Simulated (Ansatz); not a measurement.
**Elastic constants of BN at 18 GPa (stress–strain coefficients): input and output**

Theory: DFT PBEsol, scalar-relativistic, plane waves, PAW in Ansatz 0.2.0.

Launched with:
```bash
ansatz run input.yaml --threads 1 --pin off --max-ram 3072MiB --backend cpu --events-out ev --progress --plain --runs-dir out
```

Input (bare energies are in eV):
```yaml
crystal:
  lattice:
    - [2.5044166007, 0.0, 0.0]
    - [-1.2522083004, 2.1688883979, 0.0]
    - [0.0, 0.0, 4.1442624951]
  atoms:
    - { symbol: B, position: [0.6666666667, 0.3333333333, 0.9995684048] }
    - { symbol: B, position: [0.3333333333, 0.6666666667, 0.4995684048] }
    - { symbol: "N", position: [0.6666666667, 0.3333333333, 0.6254315952] }
    - { symbol: "N", position: [0.3333333333, 0.6666666667, 0.1254315952] }
basis:
  ecutwfc: 420
kpoints:
  mp_grid: { grid: [12, 12, 6] }
hamiltonian:
  xc: pbesol
scf:
  occupations: { method: fixed }
output:
  forces: true
  stress: true
  eigenvalues: true
  polarization: {}
elastic:
  mode: relaxed_ion
  stencil: two_point
```

From the output:
```
--- Elastic constants: 3 strain directions × 2 members + reference (group order 12) ---
  dense FFT box of the reference and of every strained cell: 18×18×30
  strains applied: 11, 33, 23; error gains: componentwise 1.00 (the most a stress slope's error grows in a printed constant), spectral 1.41 (1 for all six strains in a standard setting)
  reference relaxed by the batch: 3 steps; max|allowed force component| 2.32e-4 eV/Å at the deck's positions, 2.12e-7 at the last accepted step, 1.57e-7 by the solve of record
  largest displacement 4.4e-6 Å; the constants are those of the deck's cell at these positions:
  atoms:
    - { symbol: B, position: [0.6666666666666666, 0.3333333333333333, 0.999567344598212] }
    - { symbol: B, position: [0.33333333333333337, 0.6666666666666666, 0.49956734459821184] }
    - { symbol: N, position: [0.6666666666666666, 0.3333333333333333, 0.6254326554017882] }
    - { symbol: N, position: [0.33333333333333337, 0.6666666666666666, 0.12543265540178813] }
  C = ∂σ_k/∂η_j (tension-positive GPa; Voigt order 11 22 33 23 13 12):
      1058.596    189.190     92.632      0.000      0.000     -0.000
       189.190   1058.596     92.632     -0.000      0.000     -0.000
        92.401     92.401   1184.539      0.000     -0.000     -0.000
         0.000     -0.000     -0.000    351.967      0.000      0.000
         0.000      0.000      0.000     -0.000    351.967      0.000
         0.000     -0.000      0.000      0.000      0.000    434.703
  reference stress σ⁰ (GPa):    -17.986    -17.986    -17.990      0.000     -0.000     -0.000
  C* (energy form; C + prestress term) asymmetry max|C*_kj − C*_jk| = 2.349e-1 GPa — a small one proves nothing (zero by symmetry where the batch's group is 432, −43m or m−3m); a large one is finite-difference/SCF noise where every solve ...
  moduli (Voigt/Reuss/Hill, GPa): K = 450.02/449.96/449.99   G = 422.89/412.15/417.52   E = 956.69   ν = 0.146
  mechanically stable: yes (min eigenvalue of sym C = 351.97 GPa)
  e, the proper piezoelectric tensor (elastic.mode: relaxed_ion; C/m²; rows x y z; Voigt order 11 22 33 23 13 12):
      -0.00000    0.00000    0.00000    0.00000   -0.22279   -0.00000
       0.00000   -0.00000   -0.00000   -0.22279    0.00000   -0.00000
      -0.20200   -0.20200    0.68003    0.00000   -0.00000    0.00000
  ±, each entry's uncertainty from the finite density of the strings (C/m²), an estimate: the size of the correction for it that the entry includes:
       0.00000    0.00000    0.00000    0.00000    0.00331    0.00000
       0.00000    0.00000    0.00000    0.00331    0.00000    0.00000
       0.00082    0.00082    0.00007    0.00000    0.00000    0.00000
  the group's symmetry takes up to 7.2e-8 C/m² out of the measured responses: error of the strings' finite density and of the mesh across them, as far as it breaks the symmetry (raise kpoints.mp_grid and any string_points); the largest step ...
  strain η (Voigt 11):  stress-route row diagonal C_11 = 1058.60 GPa, energy-path curvature d²(F+E_count+ΔE)/dδ²/Ω₀ = 1057.73 GPa
         δ    σ_11 (GPa) F (eV) n_scf n_hpsi n_pw
    -2.000e-3     -20.1173       -1067.5460119       8   33832    458   relax 4 steps, max|allowed force component| 2.54e-5 eV/Å
     2.000e-3     -15.8829       -1067.5561213       7   31756    458   relax 5 steps, max|allowed force component| 6.89e-7 eV/Å
  strain η (Voigt 33):  stress-route row diagonal C_33 = 1184.54 GPa, energy-path curvature d²(F+E_count+ΔE)/dδ²/Ω₀ = 1186.24 GPa
         δ    σ_33 (GPa) F (eV) n_scf n_hpsi n_pw
    -2.000e-3     -20.3720       -1067.5459518       8   14768    458   relax 3 steps, max|allowed force component| 3.14e-6 eV/Å
     2.000e-3     -15.6339       -1067.5560850       8   14914    458   relax 3 steps, max|allowed force component| 2.46e-6 eV/Å
  strain η (Voigt 23):  stress-route row diagonal C_44 = 351.97 GPa, energy-path curvature d²(F+E_count+ΔE)/dδ²/Ω₀ = 360.55 GPa
         δ    σ_23 (GPa) F (eV) n_scf n_hpsi n_pw
    -2.000e-3      -0.7039       -1067.5512533       8   47643    458   relax 3 steps, max|allowed force component| 7.41e-6 eV/Å
     2.000e-3       0.7039       -1067.5512533       8   47632    458   relax 3 steps, max|allowed force component| 7.38e-6 eV/Å
--- Formal polarisation (Berry phase): one branch of a lattice of values; only differences between neighbouring runs are physical ---
  axis mesh electronic ionic p = total spread (rad) least overlap resolved gap  δp at fixed H ≤   (phases in cycles; p mod 1; gap in eV; gap and δp judge the states as solved, not the mesh's step, its ...
  b1    12×12×6        -0.00000000     8.00000000     8.00000000      0.000000         0.9639        8.4245           1.1e-6
  b2    12×12×6        -0.00000000     8.00000000     8.00000000      0.000000         0.9639        8.4245           1.1e-6
  b3    12×12×6         0.00231085     8.25173062     8.25404147      0.132809         0.9473        8.4245           6.2e-7
  quantum along a1:   0.11125398 e/Å² =   178.248520 µC/cm²
  quantum along a2:   0.11125398 e/Å² =   178.248520 µC/cm²
  quantum along a3:   0.18410103 e/Å² =   294.962370 µC/cm²
  P = (  0.44501590,   0.77079015,   1.51957754) e/Å² = (  712.994080,  1234.941972,  2434.631634) µC/cm²  (mod the quanta)
```

The run took 2.2 min on 1 thread of Arm Neoverse V2 (shared host), peak memory 0.38 GiB.

This wurtzite form isn't the usual stable structure of the compound at low pressure.